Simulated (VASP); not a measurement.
Method: optB88-vdW, VASP's PBE PAW potentials (set 64) (plane waves; VASP 6.6.1).

VASP ran on this input.

File POSCAR:
```
Li2O
1
    0.0000000000     2.2999668349     2.2999668349
    2.2999668349     0.0000000000     2.2999668349
    2.2999668349     2.2999668349     0.0000000000
Li O
2 1
Direct
  0.2500000000   0.2500000000   0.2500000000
  0.7500000000   0.7500000000   0.7500000000
  0.0000000000   0.0000000000   0.0000000000
```

### INCAR
```
# general
SYSTEM  =Li2O
PREC    =Accurate
ENCUT   =520   # plane-wave cut-off (eV)
LREAL   =.False.   # projection in real space or not
LASPH   =.True.   # aspherical one-centre terms
ICHARG  =11   # fixed density

# electronic loop
EDIFF   =1E-7
NELM    =100   # most electronic steps
ALGO    =Normal   # blocked Davidson

# smearing
ISMEAR  =0   # Gaussian
SIGMA   =0.05   # width (eV)

# functional
GGA     =BO
LUSE_VDW=.True.
AGGAC   =0.0
PARAM1  =0.1833333333
PARAM2  =0.22

# output
LWAVE   =.False.
LCHARG  =.False.
LORBIT  =11
```

### KPOINTS
```
k-points along high-symmetry lines
15
Line-mode
Reciprocal
  0.000000   0.000000   0.000000 ! GAMMA
  0.500000   0.000000   0.500000 ! X

  0.500000   0.000000   0.500000 ! X
  0.625000   0.250000   0.625000 ! U

  0.375000   0.375000   0.750000 ! K
  0.000000   0.000000   0.000000 ! GAMMA

  0.000000   0.000000   0.000000 ! GAMMA
  0.500000   0.500000   0.500000 ! L

  0.500000   0.500000   0.500000 ! L
  0.500000   0.250000   0.750000 ! W

  0.500000   0.250000   0.750000 ! W
  0.500000   0.000000   0.500000 ! X
```

POTCAR, in this order: Li_sv O (PBE.64 set). Program: vasp_std. Read from the step before: CHGCAR.

Output of the run:

### OSZICAR
```
       N       E                     dE             d eps       ncg     rms          rms(c)
DAV:   1     0.423036612927E+02    0.42304E+02   -0.62065E+03  1800   0.129E+03
DAV:   2    -0.620250343061E+01   -0.48506E+02   -0.45526E+02  2234   0.222E+02
DAV:   3    -0.106227012079E+02   -0.44202E+01   -0.44030E+01  2942   0.579E+01
DAV:   4    -0.107475404399E+02   -0.12484E+00   -0.12468E+00  2450   0.872E+00
DAV:   5    -0.107488898508E+02   -0.13494E-02   -0.13493E-02  2584   0.818E-01
DAV:   6    -0.107489009761E+02   -0.11125E-04   -0.11125E-04  2376   0.606E-02
DAV:   7    -0.107489011722E+02   -0.19610E-06   -0.19609E-06  2646   0.644E-03
DAV:   8    -0.107489011784E+02   -0.61571E-08   -0.61706E-08  2240   0.680E-04
   1 F= -.10748901E+02 E0= -.10748901E+02  d E =-.112449E-13
```

OUTCAR:
```
 val. band max:        1.2256586854   @ k =   0.0000   0.0000   0.0000

 cond. band min:       6.3944161408   @ k =   0.5000   0.0000   0.5000



 k-point     1 :       0.0000    0.0000    0.0000
  band No.  band energies     occupation
      1     -42.0403      2.00000
      2     -41.7046      2.00000
      3     -14.1421      2.00000
      4       1.2257      2.00000
      5       1.2257      2.00000
      6       1.2257      2.00000
      7       6.7888      0.00000
      8      13.2575      0.00000
      9      13.2575      0.00000
     10      13.2575      0.00000

 k-point     2 :       0.0357    0.0000    0.0357
  band No.  band energies     occupation
      1     -42.0387      2.00000
      2     -41.7058      2.00000
      3     -14.1386      2.00000
      4       1.1886      2.00000
      5       1.2056      2.00000
      6       1.2056      2.00000
      7       6.8356      0.00000
      8      13.2698      0.00000
      9      13.2698      0.00000
     10      13.2950      0.00000

 k-point     3 :       0.0714    0.0000    0.0714
  band No.  band energies     occupation
      1     -42.0338      2.00000
      2     -41.7095      2.00000
      3     -14.1284      2.00000
      4       1.0840      2.00000
      5       1.1468      2.00000
      6       1.1468      2.00000
      7       6.9661      0.00000
      8      13.3071      0.00000
      9      13.3071      0.00000
     10      13.4066      0.00000

 k-point     4 :       0.1071    0.0000    0.1071
  band No.  band energies     occupation
      1     -42.0260      2.00000
      2     -41.7153      2.00000
      3     -14.1121      2.00000
      4       0.9288      2.00000
      5       1.0536      2.00000
      6       1.0536      2.00000
      7       7.1490      0.00000
      8      13.3712      0.00000
      9      13.3712      0.00000
     10      13.5905      0.00000

 k-point     5 :       0.1429    0.0000    0.1429
  band No.  band energies     occupation
...
```

The density is held fixed in this step, so its total energy and stress have no physical meaning.

The compound is Li2O in the antifluorite structure. It was relaxed first.
